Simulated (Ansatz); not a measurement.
Crystal: CoO.

```xyz
2
Lattice="1.6022 0.9250 2.5665 -1.6022 0.9250 2.5665 0.0000 -1.8501 2.5665" Properties=species:S:1:pos:R:3 pbc="T T T"
Co    0.0000    0.0000    7.6915
O     0.0000    0.0000    5.7824
```

Measurements of this composition are mostly on another form, of space group No. 225.

Alike in all runs: program Ansatz 0.2.0; functional PBE; potentials or basis Ansatz PAW; cutoff 420 eV (not typed: the program's choice for these potentials); k mesh 9 × 9 × 9; occupations fermi-dirac, width 0.05 eV.

The same cell was started in several ways:

```csv
start,free energy over the lowest (meV/atom),net moment (μB),site or absolute moments (μB),gap
"collinear spin, ferromagnetic start of up to 1 μB; fixed moment 1",134.0,1.00,Co +0.87; O +0.05,-
"collinear spin, ferromagnetic start of up to 1.5 μB; fixed moment 1.5",72.1,1.50,Co +1.30; O +0.09,-
"collinear spin, ferromagnetic start of up to 2.5 μB; fixed moment 2.5",0.0,2.50,Co +2.03; O +0.24,-
"collinear spin, ferromagnetic start of up to 2 μB; fixed moment 2",25.1,2.00,Co +1.67; O +0.16,-
"collinear spin, ferromagnetic start of up to 0.5 μB; fixed moment 0.5",172.3,0.50,Co +0.44; O +0.03,-
"collinear spin, ferromagnetic start of up to 4 μB; fixed moment 4",1037.7,4.00,Co +2.72; O +0.62,-
"collinear spin, program default start; fixed moment 0",186.1,0.00,-,-
"collinear spin, ferromagnetic start of up to 3 μB; fixed moment 3",3.3,3.00,Co +2.36; O +0.36,-
```

All polarised runs hold their moment fixed, so the table maps the energy against it. A still lower state may exist.

Caveats: the total moment is fixed, so each spin has its own Fermi level; a cell with one magnetic atom can't hold antiferromagnetic order, which such compounds often take (some runs).
